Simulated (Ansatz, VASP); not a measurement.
One calculation of ZrSe2, two programs

File INCAR:

```
SYSTEM = ZrSe2
PREC = Accurate
ENCUT = 520
EDIFF = 1E-7
ISMEAR = 0
SIGMA = 0.05
LREAL = .False.
LASPH = .True.
NELM = 100
ALGO = Fast
ISIF = 2
LWAVE = .False.
LCHARG = .False.
LDIPOL = .True.
IDIPOL = 3
DIPOL = 0.5 0.5 0.299
GGA = PE
IVDW = 12
NBANDS = 19
```

KPOINTS

```
regular mesh
0
Gamma
  9 9 1
  0 0 0
```

File POSCAR:

```
ZrSe2
1.0
    3.7545230788      0.0000000000      0.0000000000
   -1.8772615394      3.2515123653      0.0000000000
    0.0000000000      0.0000000000     18.6876597713
Se Zr
2 1
Direct
    0.6666666667      0.3333333333      0.2140449927
    0.3333333333      0.6666666667      0.3846206459
    0.0000000000      0.0000000000      0.2993328193
```

Input for Ansatz:

```yaml
crystal:
  lattice:
    - [3.7545230788, 0.0, 0.0]
    - [-1.8772615394, 3.2515123653, 0.0]
    - [0.0, 0.0, 18.6876597713]
  atoms:
    - { symbol: Se, position: [0.6666666667, 0.3333333333, 0.2140449927] }
    - { symbol: Zr, position: [0.0, 0.0, 0.2993328193] }
    - { symbol: Se, position: [0.3333333333, 0.6666666667, 0.3846206459] }
basis:
  ecutwfc: 420
kpoints:
  mp_grid: { grid: [9, 9, 1] }
hamiltonian:
  xc: pbe
  dispersion: d3bj
scf:
  occupations: { method: gaussian, width: 0.05 }
output:
  forces: true
  eigenvalues: true
efield:
  axis: 3
  dipole_correction: true
  ramp_width: 0.04
```

Alike in both runs: task single point; functional PBE; dispersion D3(BJ); k mesh 9 × 9 × 1; occupations gaussian, width 0.05 eV; no spin polarisation.

|  | VASP | Ansatz |
| --- | --- | --- |
| version | VASP 6.6.1 | Ansatz 0.2.0 |
| potentials or method | VASP PAW PBE potentials, release 64 (Se, Zr_sv) | scalar-relativistic, plane waves, PAW |
| plane-wave cutoff (eV) | 520 | 420 |
| valence electrons in the cell | 24 | 44 |

|  | VASP | Ansatz | Ansatz less VASP |
| --- | --- | --- | --- |
| gap on the k mesh at the Fermi level (eV) | 0.40 | 0.40 | +0.001 |
| least direct gap on the mesh (eV) | 1.10 | 1.10 | +0.003 |
| rms of the force components (eV/Å) | 0.007 | 0.001 | -0.0058 |

The functional is the same, so the differences come from potentials, cutoffs and numerics. The two sets of potentials don't hold the same shells in valence.
